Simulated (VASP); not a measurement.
Input of a VASP 6.6.1 run:

Contents of INCAR:

```
SYSTEM = Pt
PREC     = Accurate       ! precision mode
ENCUT    = 600            ! plane-wave cutoff, eV
EDIFF    = 1E-6           ! SCF threshold, eV
ISMEAR   = 1              ! smearing method
SIGMA    = 0.1            ! smearing width, eV
LREAL    = .False.        ! projectors in reciprocal space
LASPH    = .True.         ! aspherical terms in the spheres
NELM     = 100            ! most SCF steps
ALGO     = Normal         ! electronic algorithm
ISIF     = 3              ! what is computed and relaxed
LWAVE    = .False.        ! write WAVECAR
LCHARG   = .False.        ! write CHGCAR
GGA      = PS             ! functional
IBRION   = 2              ! ionic algorithm
NSW      = 60             ! ionic steps
EDIFFG   = -0.02          ! ionic threshold
```

Contents of KPOINTS:

```
regular mesh
0
Gamma
  8 8 4
  0 0 0
```

POSCAR

```
Pt
1.0
    2.7606660000      0.0000000000      0.0000000000
   -1.3803330000      2.3908068874      0.0000000000
    0.0000000000      0.0000000000      4.7921340000
Pt
2
Direct
    0.6666670000      0.3333330000      0.7500000000
    0.3333330000      0.6666670000      0.2500000000
```

Potentials or basis: VASP PAW PBE potentials, release 64 (Pt).

Run with:

```bash
$ cat potpaw_PBE.64/Pt/POTCAR > POTCAR
$ mpirun -np 1 vasp_std > vasp.out
```

**Question.** Estimate the relaxed cell.

**Answer.** a = 2.741 Å, b = 2.741 Å, c = 4.648 Å, α = 90.00°, β = 90.00°, γ = 120.00°.

**Question.** Estimate the relaxed volume.

**Answer.** 15.12 Å³/atom.

**Question.** Estimate the space group after relaxing (to 0.05 Å).

**Answer.** P6_3/mmc (No. 194).

**Question.** What does it give for the band gap on the k mesh?

**Answer.** None (metal or under the smearing width).

Final structure:
```cif
data_structure
_symmetry_space_group_name_H-M 'P 1'
_symmetry_Int_Tables_number 1
_cell_length_a 2.7405
_cell_length_b 2.7405
_cell_length_c 4.6479
_cell_angle_alpha 90.000
_cell_angle_beta 90.000
_cell_angle_gamma 120.000
_cell_volume 30.23
loop_
_atom_site_label
_atom_site_type_symbol
_atom_site_fract_x
_atom_site_fract_y
_atom_site_fract_z
_atom_site_occupancy
Pt1 Pt 0.66667 0.33333 0.75000 1
Pt2 Pt 0.33333 0.66667 0.25000 1
```

Caveat: the PAW data sets were made with another functional, which shifts forces and pressure a little. The run has no spin-orbit coupling, so splittings on Pt are missing.
